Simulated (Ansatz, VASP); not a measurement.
# One calculation of AlN, two programs

INCAR

```
  PREC = Accurate
  ENCUT = 520
  EDIFF = 1E-6
  ISMEAR = 0
  SIGMA = 0.05
  LREAL = F
  LASPH = T
  NELM = 80
  ALGO = Normal
  ISIF = 2
  LWAVE = F
  LCHARG = F
  GGA = PE
  NBANDS = 16
```

File KPOINTS:

```
Automatic mesh
0
Gamma
  9 9 6
```

Contents of POSCAR:

```
AlN
1.0
    3.2324033579      0.0000000000      0.0000000000
   -1.6162016790      2.7993434232      0.0000000000
    0.0000000000      0.0000000000      3.8724192228
Al N
2 2
Direct
    0.3333333333      0.6666666667      0.7500000000
    0.6666666667      0.3333333333      0.2500000000
    0.3333333333      0.6666666667      0.2500000000
    0.6666666667      0.3333333333      0.7500000000
```

Input for Ansatz:

```yaml
crystal:
  lattice:
    - [3.2324033579, 0.0, 0.0]
    - [-1.616201679, 2.7993434232, 0.0]
    - [0.0, 0.0, 3.8724192228]
  atoms:
    - { symbol: Al, position: [0.3333333333, 0.6666666667, 0.75] }
    - { symbol: Al, position: [0.6666666667, 0.3333333333, 0.25] }
    - { symbol: "N", position: [0.3333333333, 0.6666666667, 0.25] }
    - { symbol: "N", position: [0.6666666667, 0.3333333333, 0.75] }
basis:
  ecutwfc: 520.0
kpoints:
  mp_grid: { grid: [9, 9, 6] }
hamiltonian:
  xc: pbe
  pseudopotentials: { kind: paw, azcp: { folder: soft_1 } }
scf:
  occupations: { method: gaussian, width: 0.05 }
output:
  forces: true
  stress: true
  eigenvalues: true
```

Alike in both runs: task single point; functional PBE; k mesh 9 × 9 × 6; occupations gaussian, width 0.05 eV; no spin polarisation.

|  | VASP | Ansatz |
| --- | --- | --- |
| version | VASP 6.6.1 | Ansatz 0.2.0 |
| potentials or method | VASP PAW PBE potentials, release 64 (Al, N) | scalar-relativistic, plane waves, PAW |
| plane-wave cutoff (eV) | 520 | 520 |
| valence electrons in the cell | 16 | 16 |

Ansatz gave:

```
gap on the k mesh at the Fermi level (eV) : 4.27
least direct gap on the mesh (eV)         : 4.27
```

Task: What did VASP give for the same quantities?

Result: gap on the k mesh at the Fermi level (eV): 4.28; least direct gap on the mesh (eV): 4.28.

The functional is the same, so the differences come from potentials, cutoffs and numerics.

Caveats: an odd mesh through Γ misses points on the zone boundary, where band edges often lie.
